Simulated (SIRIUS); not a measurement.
Here is a SIRIUS 7.10.0 calculation.

The input sirius.json:

```json
{
  "control": {
    "processing_unit": "cpu",
    "verbosity": 2,
    "num_bands_to_print": 16,
    "print_forces": true,
    "print_stress": true
  },
  "parameters": {
    "electronic_structure_method": "pseudopotential",
    "xc_functionals": ["XC_GGA_X_PBE", "XC_GGA_C_PBE"],
    "gk_cutoff": 9.2,
    "pw_cutoff": 18.4,
    "ngridk": [8, 8, 8],
    "shiftk": [0, 0, 0],
    "smearing": "fermi_dirac",
    "smearing_width": 0.0018374661,
    "num_bands": 16,
    "num_mag_dims": 0,
    "num_dft_iter": 100,
    "energy_tol": 1e-08,
    "density_tol": 1e-06
  },
  "iterative_solver": {
    "type": "davidson",
    "min_tolerance": 1e-09,
    "tolerance_scale": [0.1, 0.25]
  },
  "mixer": {
    "type": "anderson",
    "beta": 0.7,
    "max_history": 8
  },
  "settings": {
    "tol_ne": 1e-10,
    "pseudo_grid_cutoff": 6.5
  },
  "unit_cell": {
    "lattice_vectors": [
      [6.114902481303, 0.0, 0.0],
      [0.0, 6.114902481303, 0.0],
      [0.0, 0.0, 6.114902481303]
    ],
    "atom_coordinate_units": "lattice",
    "atom_types": ["B", "As"],
    "atom_files": {
      "As": "As.json",
      "B": "B.json"
    },
    "atoms": {
      "B": [
        [0.0, 0.0, 0.0]
      ],
      "As": [
        [0.5, 0.5, 0.5]
      ]
    }
  }
}
```

Potentials or basis: PseudoDojo 0.4.1 PBE standard (scalar relativistic).

The run is started by

```console
$ upf_to_json As.upf
$ upf_to_json B.upf
$ OMP_NUM_THREADS=1 sirius.scf --input=sirius.json --output=out.json --task=0
```

Task: Estimate the pressure.

Result: -14.7 GPa.

Task: What does it give for the band gap on the k mesh?

Result: None (metal or under the smearing width).
